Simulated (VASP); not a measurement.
Input of a VASP 6.6.1 run:

POSCAR

```
TePb
1.0
    5.4983762723      0.0000000000      0.0000000000
   -2.7491881361      4.7617335314      0.0000000000
    0.0000000000      0.0000000000      6.5075244164
Pb Te
2 2
Direct
    0.3333333333      0.6666666667      0.2500000000
    0.6666666667      0.3333333333      0.7500000000
    0.6666666667      0.3333333333      0.2500000000
    0.3333333333      0.6666666667      0.7500000000
```

File INCAR.step1:

```
ALGO = Normal ; EDIFF = 1E-4
ENCUT = 520 ; GGA = PE
ISMEAR = 0 ; LASPH = True
LCHARG = False ; LREAL = False
LWAVE = True ; NBANDS = 28
NELM = 100 ; PREC = Accurate
SIGMA = 0.01
```

Contents of INCAR.step2:

```
ALGO = Normal ; EDIFF = 1E-6
ENCUT = 520 ; ISIF = 2
ISMEAR = 0 ; ISTART = 1
LASPH = True ; LCHARG = True
LELF = True ; LMIXTAU = True
LREAL = False ; LVHAR = True
LWAVE = False ; METAGGA = R2SCAN
NBANDS = 28 ; NELM = 100
PREC = Accurate ; SIGMA = 0.01
```

KPOINTS

```
k-points
0
Gamma
  6 6 4
```

Potentials or basis: VASP PAW PBE potentials, release 64 (Pb_d, Te).

Launch:

```bash
$ cat potpaw_PBE.64/Pb_d/POTCAR potpaw_PBE.64/Te/POTCAR > POTCAR
$ cp INCAR.step1 INCAR
$ mpirun -np 1 vasp_std > vasp.out
$ cp INCAR.step2 INCAR
$ mpirun -np 1 vasp_std > vasp.out
```

Problem. What does it give for the band gap on the k mesh?

Solution. 1.37 eV, indirect (least direct gap 1.42 eV).

Problem. What does it give for the pressure?

Solution. 0.4 GPa.

Stress tensor (GPa, compression positive):
```
0.04 0.00 0.00
0.00 0.04 0.00
0.00 0.00 0.99
```

Caveat: the PAW data sets were made with another functional, which shifts forces and pressure a little; spin-orbit coupling is left out, which as a rule narrows the gap of such compounds by several tenths of an eV. A k mesh can miss the band edges.
